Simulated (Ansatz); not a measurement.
**How SrTe answers to pressure**

```cif
data_structure
_symmetry_space_group_name_H-M 'Fm-3m'
_symmetry_Int_Tables_number 225
_cell_length_a 6.7184
_cell_length_b 6.7184
_cell_length_c 6.7184
_cell_angle_alpha 90.000
_cell_angle_beta 90.000
_cell_angle_gamma 90.000
_cell_volume 303.24
loop_
_atom_site_label
_atom_site_type_symbol
_atom_site_symmetry_multiplicity
_atom_site_Wyckoff_symbol
_atom_site_fract_x
_atom_site_fract_y
_atom_site_fract_z
_atom_site_occupancy
Sr1 Sr 4 a 0.00000 0.00000 0.00000 1
Te1 Te 4 b 0.50000 0.00000 0.00000 1
```

The runs use the primitive cell with vectors (0.000, 3.359, 3.359), (3.359, 0.000, 3.359), (3.359, 3.359, 0.000) Å, to which the k mesh refers.

The cell was built from the rocksalt type and relaxed in the same program, and has space group Fm-3m; it needn't be a known or the stable phase.

Spin–orbit coupling is left out, though it moves levels of the heavy atoms by tenths of an eV or more.

Computed with Ansatz 0.2.0, DFT, PBE, all-electron LAPW, scalar-relativistic.

Numerical set-up: a Γ-centred 11×11×11 k mesh, Fermi–Dirac smearing of 0.03 eV, basis error target 0.25 meV/atom, no spin polarisation.

The cell is scaled evenly with fractional coordinates held. Semilocal gaps are too small, but their slopes carry over better.

| V/V(cell) | P (GPa) | gap on the k mesh (eV) |
| --- | --- | --- |
| 0.9750 | 0.87 | 1.742 |
| 1.0000 | 0.00 | 1.804 |
| 1.0250 | -0.76 | 1.861 |
| 1.0500 | -1.42 | 1.914 |

Q: From the rows at 0.9750 and 1.0250, what is the bulk modulus at the cell's volume?

A: B = −ΔP/Δln V = −[(-0.76) − (0.87)]/0.05001 = 32.6 GPa.

Q: What are the gap's volume deformation potential and pressure coefficient?

A: dEg/dln V = (1.861 − 1.742)/0.05001 = 2.38 eV, and dEg/dP = −(dEg/dln V)/B = -73 meV/GPa: pressure narrows the gap.

Q: Predict the row at V/V(cell) = 0.9500. How far is a linear estimate of P off?

A: P = 1.85 GPa, gap 1.674 eV. The linear estimate P(cell) − B ln(V/V(cell)) = 1.67 GPa misses by 0.18 GPa, since the modulus grows under compression.
